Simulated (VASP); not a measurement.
# InP (zincblende), PBE single-point calculation: Ansatz's output and VASP's

```yaml
crystal:
  lattice:
    - [0.00000, 2.95379, 2.95379]
    - [2.95379, 0.00000, 2.95379]
    - [2.95379, 2.95379, 0.00000]
  atoms:
    - { symbol: In, position: [0.00000, 0.00000, 0.00000] }
    - { symbol: P, position: [0.25000, 0.25000, 0.25000] }
```

Ansatz printed

```
SCF 1 converged in 6 iterations: F = -6353.999695 eV  dr2 = 2.18e-8
  greatest PAW one-centre occupation: 0.981 electrons in one spin orbital (limit 2), on the In atom at site 0 (counted from 0), in its partial waves of l = 2
NSCF: frozen V_eff on 6 k-points
SCF converged after 6 iterations
Free energy (F): -6353.999695 eV
Harris-Foulkes:  -6353.999695 eV  (|F-HF|=7.62e-9)
Internal energy: -6353.999695 eV  (E = F + TS)
E sigma→0 (E₀):  -6353.999695 eV
Fermi energy:    7.002435 eV
--- Per-component energies (eV) ---
  E_band       = -56.450598
  E_kinetic    = 313.019156
  E_local      = -1412.560140  (includes V_loc(G=0)·N_el)
  E_nonlocal   = 401.393183
  E_hartree    = 556.778102
  E_xc         = -276.362905
  E_vxc        = -159.551698  (∫ρ·V_xc dr)
  E_paw        = -4725.182887  (= ΣΔE_a)
  E_vpaw       = -312.311364  (= ΣTr[D̂ρ^β])
  E_aug_tail   = 0.000029  (compensation charges beyond the density's cutoff)
  E_ewald      = -1211.084233
  E_smearing   = -0.000000  (= −TS)
  E_closure    = -0.000000  (closes the sum)
  Σ components = -6353.999695   (vs F -6353.999695, Δ=0.00e0)
--- Forces (eV/Å), atoms counted from 1 ---
  atom   1  In     0.00000000    -0.00000000    -0.00000000
  atom   2  P     -0.00000000     0.00000000    -0.00000000
  max |Σ_I F_I| component: 1.30e-16 eV/Å
--- Stress (GPa, compression-positive) ---
        1.651370       0.000000      -0.000000
        0.000000       1.651370       0.000000
       -0.000000       0.000000       1.651370
  P = ⅓ Tr σ = 1.6514 GPa (16.514 kbar)
--- Band table (eV; the first three rows and the last of 29) ---
  k-point 0: bands = ["-7.4426", "-7.4426", "-7.4426", "-7.3020", "-7.3020", "-4.6582", "6.6986", "6.6986", "6.6986", "7.2843", "10.7878", "10.7878", "10.7878"]
  k-point 1: bands = ["-7.4597", "-7.4357", "-7.4357", "-7.3019", "-7.3019", "-4.4864", "5.1569", "6.5201", "6.5201", "8.2611", "10.9218", "11.0564", "11.0564"]
  k-point 2: bands = ["-7.4989", "-7.4211", "-7.4211", "-7.2995", "-7.2995", "-4.0074", "3.3049", "6.1624", "6.1624", "8.4284", "11.4720", "11.4720", "11.9522"]
  k-point 28: bands = ["-7.5822", "-7.3873", "-7.3538", "-7.3206", "-7.2880", "-2.3135", "1.1973", "3.8458", "3.8941", "10.9825", "10.9880", "12.2093", "12.9047"]
```

Datasets and cutoffs are each program's own. VASP's cell holds 18 valence electrons and Ansatz's 18. Ansatz's stress includes a Pulay correction; VASP's doesn't.

What does VASP give for the same cell and level of theory?

gap between bands v and c 0.58 eV; least direct gap 0.58 eV; pressure 1.6 GPa.

From OUTCAR

```
k-points           NKPTS =     29   k-points in BZ     NKDIM =     29   number of bands    NBANDS=     16

   NELECT =      18.0000    total number of electrons

   dimension x,y,z NGX =    32 NGY =   32 NGZ =   32
   dimension x,y,z NGXF=    64 NGYF=   64 NGZF=   64

  energy-cutoff  :      520.00
  volume of cell :       51.54
      direct lattice vectors                 reciprocal lattice vectors
     0.000000000  2.953787635  2.953787635    -0.169274187  0.169274187  0.169274187
     2.953787635  0.000000000  2.953787635     0.169274187 -0.169274187  0.169274187
     2.953787635  2.953787635  0.000000000     0.169274187  0.169274187 -0.169274187

 k-points in reciprocal lattice and weights: KPOINTS created by Atomic Simulation Env
   0.00000000  0.00000000  0.00000000       0.002
   0.12500000  0.00000000  0.00000000       0.016
   0.25000000  0.00000000  0.00000000       0.016
   0.37500000  0.00000000  0.00000000       0.016
   0.50000000  0.00000000  0.00000000       0.008
   0.12500000  0.12500000  0.00000000       0.012
   0.25000000  0.12500000  0.00000000       0.047
   0.37500000  0.12500000  0.00000000       0.047
   ...

 E-fermi :   5.2351

 k-point     1 :       0.0000    0.0000    0.0000
  band No.  band energies     occupation
      1      -9.2081      2.00000
      2      -9.2081      2.00000
      3      -9.2081      2.00000
      4      -9.0676      2.00000
      5      -9.0676      2.00000
      6      -6.4243      2.00000
      7       4.9330      2.00000
      8       4.9330      2.00000
      9       4.9330      2.00000
     10       5.5153      0.00000
     11       9.0246      0.00000
     12       9.0246      0.00000
     13       9.0246      0.00000
     14      13.4045      0.00000
     15      14.3441      0.00000
     16      14.3441      0.00000

 k-point     2 :       0.1250    0.0000    0.0000
  band No.  band energies     occupation
      1      -9.2252      2.00000
      2      -9.2012      2.00000
      3      -9.2012      2.00000
      4      -9.0675      2.00000
      5      -9.0675      2.00000
      6      -6.2526      2.00000
      7       3.3903      2.00000
      8       4.7545      2.00000
      9       4.7545      2.00000
     10       6.4931      0.00000
     11       9.1576      0.00000
     12       9.2936      0.00000
     13       9.2936      0.00000
     14      13.7209      0.00000
     15      13.7209      0.00000
     16      14.1792      0.00000

 k-point     3 :       0.2500    0.0000    0.0000
  band No.  band energies     occupation
      1      -9.2644      2.00000
      2      -9.1866      2.00000
      3      -9.1866      2.00000
      4      -9.0651      2.00000
      5      -9.0651      2.00000
      6      -5.7735      2.00000
      7       1.5384      2.00000
      8       4.3968      2.00000
      9       4.3968      2.00000
     10       6.6602      0.00000
     11       9.7097      0.00000
     12       9.7097      0.00000
     13      10.1874      0.00000
     14      13.4998      0.00000
     15      13.4998      0.00000
     16      14.0234      0.00000

 k-point     4 :       0.3750    0.0000    0.0000
  band No.  band energies     occupation
      1      -9.3015      2.00000
      2      -9.1755      2.00000
      3      -9.1755      2.00000
      4      -9.0589      2.00000
      5      -9.0589      2.00000
      6      -5.1362      2.00000
      7      -0.0010      2.00000
      8       4.1043      2.00000
      9       4.1043      2.00000
     10       6.4651      0.00000
     11       9.7840      0.00000
     12       9.7840      0.00000
     13      11.5216      0.00000
     14      13.8070      0.00000
     15      14.4073      0.00000
     16      14.4073      0.00000

 k-point     5 :       0.5000    0.0000    0.0000
  band No.  band energies     occupation
      1      -9.3163      2.00000
      2      -9.1722      2.00000
      3      -9.1722      2.00000
      4      -9.0551      2.00000
      5      -9.0551      2.00000
      6      -4.7773      2.00000
      7      -0.6720      2.00000
      8       3.9960      2.00000
      9       3.9960      2.00000
     10       6.3757      0.00000
     11       9.7410      0.00000
     12       9.7410      0.00000
     13      11.9858      0.00000
     14      14.3044      0.00000
     15      15.5187      0.00000
     16      15.5187      0.00000

 k-point     6 :       0.1250    0.1250    0.0000
  band No.  band energies     occupation
      1      -9.2379      2.00000
      2      -9.1945      2.00000
      3      -9.1945      2.00000
      4      -9.0731      2.00000
      5      -9.0629      2.00000
      6      -6.1958      2.00000
      7       3.3701      2.00000
      8       4.4383      2.00000
      9       4.4383      2.00000
     10       7.0137      0.00000
     11       8.3965      0.00000
     12       9.7332      0.00000
     13       9.7332      0.00000
     14      12.7353      0.00000
     15      14.4865      0.00000
     16      14.5787      0.00000

 ...

  Total        0.5157338      0.5157338      0.5157338     -0.0000000      0.0000000     -0.0000000
  in kB       16.0312863     16.0312863     16.0312863     -0.0000000      0.0000000     -0.0000000
  external PRESSURE =      16.0312863 kB  Pullay stress =       0.0000000 kB

 POSITION                                       TOTAL-FORCE (eV/Angst)
 -----------------------------------------------------------------------------------
      0.00000      0.00000      0.00000         0.000000     -0.000000     -0.000000
      1.47689      1.47689      1.47689        -0.000000      0.000000      0.000000
 -----------------------------------------------------------------------------------
    total drift:                               -0.000000     -0.000000     -0.000000

  FREE ENERGIE OF THE ION-ELECTRON SYSTEM (eV)
  ---------------------------------------------------
  free  energy   TOTEN  =        -8.3993927584 eV

  energy  without entropy=       -8.3993927564  energy(sigma->0) =       -8.39939276
```
